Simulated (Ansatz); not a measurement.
# InSe: projected DOS by orbital

```
CELL_PARAMETERS angstrom
5.86790 -2.05500 0.00000
5.86790 2.05500 0.00000
-1.59942 0.00000 4.32366
ATOMIC_POSITIONS crystal
In 0.88400 0.88400 0.00500
In 0.11600 0.11600 0.99500
Se 0.66000 0.66000 0.64200
Se 0.34000 0.34000 0.35800
```

Atoms are numbered in the order listed.

The cell comes from COD entry 1540841, which wasn't checked; take it as a given geometry.

No spin–orbit coupling, which matters for the heavy atoms here.

Computed with DFT, PBE, all-electron LAPW, scalar-relativistic in Ansatz 0.2.0.

The runs use a Γ-centred 8×8×7 k mesh, Fermi–Dirac smearing of 0.02 eV, basis error target 1 meV/atom, no spin polarisation.

States per eV for one atom of each kind, in 0.4 eV bins named by their centres, from the valence-band top, projected on a minimal set of Löwdin-orthogonalised atomic shells; orbitals are real harmonics on the Cartesian axes, equal curves share a column, and empty bins are left out, as is all above 6.2 eV, near the top of the computed bands.

In1 5p:

```
# E all pz px py
-13.5 0.01 0.00 0.01 0.00
-13.1 0.12 0.03 0.07 0.03
-12.7 0.16 0.03 0.08 0.05
-12.3 0.14 0.04 0.04 0.06
-11.9 0.25 0.13 0.04 0.08
-11.5 0.02 0.01 0.00 0.01
-6.7 0.01 0.00 0.01 0.00
-6.3 0.10 0.01 0.08 0.01
-5.9 0.09 0.01 0.06 0.02
-5.5 0.03 0.01 0.02 0.00
-5.1 0.15 0.03 0.10 0.02
-4.7 0.09 0.02 0.07 0.01
-4.3 0.08 0.02 0.04 0.03
-3.9 0.21 0.07 0.06 0.09
-3.5 0.28 0.12 0.07 0.09
-3.1 0.30 0.13 0.07 0.09
-2.7 0.29 0.11 0.09 0.10
-2.3 0.35 0.10 0.12 0.13
-1.9 0.35 0.11 0.12 0.12
-1.5 0.41 0.11 0.20 0.11
-1.1 0.34 0.07 0.19 0.08
-0.7 0.17 0.02 0.10 0.04
-0.3 0.03 0.00 0.02 0.00
1.3 0.06 0.04 0.01 0.02
1.7 0.27 0.09 0.03 0.15
2.1 0.29 0.12 0.03 0.15
2.5 0.32 0.14 0.03 0.15
2.9 0.48 0.23 0.06 0.19
3.3 0.90 0.45 0.10 0.35
3.7 0.95 0.40 0.12 0.43
4.1 0.48 0.15 0.08 0.25
4.5 0.59 0.20 0.15 0.24
4.9 0.57 0.19 0.17 0.20
5.3 0.66 0.21 0.18 0.27
5.7 0.83 0.26 0.21 0.36
```

Se3 4p:

```
# E all pz px py
-13.1 0.01 0.00 0.00 0.00
-12.7 0.01 0.01 0.00 0.00
-12.3 0.01 0.00 0.00 0.00
-11.9 0.01 0.00 0.01 0.00
-6.7 0.03 0.01 0.01 0.00
-6.3 0.32 0.09 0.13 0.10
-5.9 0.31 0.10 0.09 0.11
-5.5 0.10 0.04 0.03 0.04
-5.1 0.57 0.19 0.15 0.23
-4.7 0.48 0.16 0.18 0.14
-4.3 0.27 0.14 0.07 0.06
-3.9 0.46 0.15 0.18 0.13
-3.5 0.62 0.13 0.32 0.18
-3.1 0.73 0.16 0.36 0.20
-2.7 0.76 0.23 0.26 0.26
-2.3 1.02 0.36 0.27 0.39
-1.9 1.17 0.47 0.27 0.42
-1.5 1.54 0.64 0.44 0.46
-1.1 1.59 0.53 0.40 0.65
-0.7 0.82 0.28 0.25 0.29
-0.3 0.15 0.08 0.05 0.02
1.3 0.13 0.03 0.08 0.03
1.7 0.37 0.08 0.20 0.09
2.1 0.31 0.07 0.16 0.08
2.5 0.20 0.04 0.11 0.05
2.9 0.19 0.05 0.09 0.04
3.3 0.31 0.10 0.10 0.11
3.7 0.37 0.11 0.09 0.16
4.1 0.14 0.05 0.03 0.06
4.5 0.18 0.08 0.04 0.06
4.9 0.18 0.07 0.05 0.07
5.3 0.21 0.07 0.07 0.07
5.7 0.26 0.10 0.08 0.08
```

In1 5s:

```
# E all
-13.5 0.01
-13.1 0.06
-12.7 0.06
-12.3 0.03
-11.9 0.02
-6.7 0.05
-6.3 0.53
-5.9 0.53
-5.5 0.18
-5.1 0.36
-4.7 0.29
-4.3 0.10
-3.9 0.06
-3.5 0.05
-3.1 0.06
-2.7 0.06
-2.3 0.07
-1.9 0.06
-1.5 0.08
-1.1 0.08
-0.7 0.05
-0.3 0.02
1.3 0.18
1.7 0.45
2.1 0.33
2.5 0.16
2.9 0.09
3.3 0.08
3.7 0.09
4.1 0.07
4.5 0.09
4.9 0.09
5.3 0.08
5.7 0.08
```

Se3 4s:

```
# E all
-13.5 0.06
-13.1 0.40
-12.7 0.58
-12.3 0.65
-11.9 1.59
-11.5 0.24
-6.3 0.03
-5.9 0.05
-5.5 0.02
-5.1 0.06
-4.7 0.06
-4.3 0.05
-3.9 0.02
-3.5 0.01
-3.1 0.02
-2.7 0.02
-2.3 0.02
-1.9 0.02
-1.5 0.02
-1.1 0.02
-0.7 0.01
1.3 0.02
1.7 0.06
2.1 0.06
2.5 0.05
2.9 0.04
3.3 0.04
3.7 0.03
4.1 0.03
4.5 0.03
4.9 0.03
5.3 0.03
5.7 0.04
```
